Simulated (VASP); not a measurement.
PbSe (Clausthalite): single point with BLYP+D4

**The experiment to reproduce.**

From a printed reference work, monograph, for a bulk crystal of PbSe at 4.2 K: band gap 0.15 eV (direct).

PbSe (Clausthalite):

```
Pb Se
1.0
     0.00000    3.08092    3.08092
     3.08092    0.00000    3.08092
     3.08092    3.08092    0.00000
Pb Se
1 1
Cartesian
  0.0000 0.0000 0.0000
  3.0809 3.0809 3.0809
```

```yaml
Program: VASP 6.6.1
Task: single point
Functional: BLYP
Dispersion: D4
Potentials_or_basis: VASP PAW PBE potentials, release 64 (Pb_d, Se)
Cutoff: 520 eV
k_mesh: 8 × 8 × 8
Occupations: fermi-dirac, width 0.05 eV
Spin: no spin polarisation
Dipole_correction: no
Further_INCAR_settings: ALGO = Normal; EDIFF = 1e-07; NBANDS = 17
```

```yaml
Pressure: 1.0 GPa
Band_gap_on_the_k_mesh: 0.45 eV, direct
Dispersion_energy_per_atom: -0.732 eV
```

Levels at points of the mesh, in eV from the valence-band top:
```csv
k point,band 7,band 8,band 9,band 10,band 11,band 12,band 13,band 14
"(0.00, 0.00, 0.00)",-6.42,-1.77,-1.77,-1.77,4.59,4.59,4.59,6.79
"(0.50, 0.00, 0.00)",-8.73,-1.35,-1.35,0.00,0.45,1.74,1.74,8.87
"(0.50, 0.50, 0.00)",-7.44,-4.72,-3.06,-3.06,4.11,5.46,5.46,5.96
```

Wall time 24 s on 1 thread of AMD EPYC 9R45 96-Core Processor (Zen 5), with other jobs on the host, peak memory 0.16 GiB.

Measured gap of PbSe: 0.15 eV (direct; 4.2 K; a printed reference work, monograph). This calculation gives 0.45 eV (+0.30 eV). 2 values of this kind are on record (0.15 to 0.28 eV); this one was drawn at random. Spin-orbit coupling on Pb, Se is left out. The value is that of BLYP+D4 on a finite k mesh, which can miss the band edges, without temperature or zero-point motion.

Caveat: the PAW data sets were made with another functional, which shifts forces and pressure a little; spin-orbit coupling is left out, which moves the levels of the heavy elements.
